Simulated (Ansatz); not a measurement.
Moving the functional in Co

It takes space group P6_3/mmc (No. 194, hexagonal). Conventional cell: a = 2.472 Å, b = 2.472 Å, c = 4.021 Å, α = 90.00°, β = 90.00°, γ = 120.00°. Co (site symmetry -6m2) is surrounded by 12 Co at 2.47 Å.

Kept alike: task band structure; k mesh 12 × 12 × 7; occupations fermi-dirac, width 0.05 eV; collinear spin, ferromagnetic start. Program: Ansatz, all-electron LAPW, scalar-relativistic. The mesh is that of the run's cell of 2 atoms. No spin-orbit coupling.

| run | pressure (GPa) | largest site moment (μB) |
| --- | --- | --- |
| A | -5.84 | 1.65 |
| B | 4.65 | 1.66 |
| C | -14.76 | 1.58 |

Pressure is positive in compression. For a metal such a mesh leaves the last digits unconverged. The runs hold the magnetic state that their start led to, which needn't be the lowest. Site moments count inside each atom's sphere or projector.

**Question.** The runs differ in the functional alone: LDA; PBE; PBEsol. Which run is which?

**Answer.** Run A is PBEsol; run B is PBE; run C is LDA. The pressure runs from -14.76 (LDA) to 4.65 GPa (PBE). From PBE: LDA -19.41; PBEsol -10.49. A positive pressure means that the functional's own cell is larger than the one given, a negative one that it is smaller. The largest site moment runs from 1.58 (LDA) to 1.66 μB (PBE). From PBE: LDA -0.08; PBEsol -0.01.
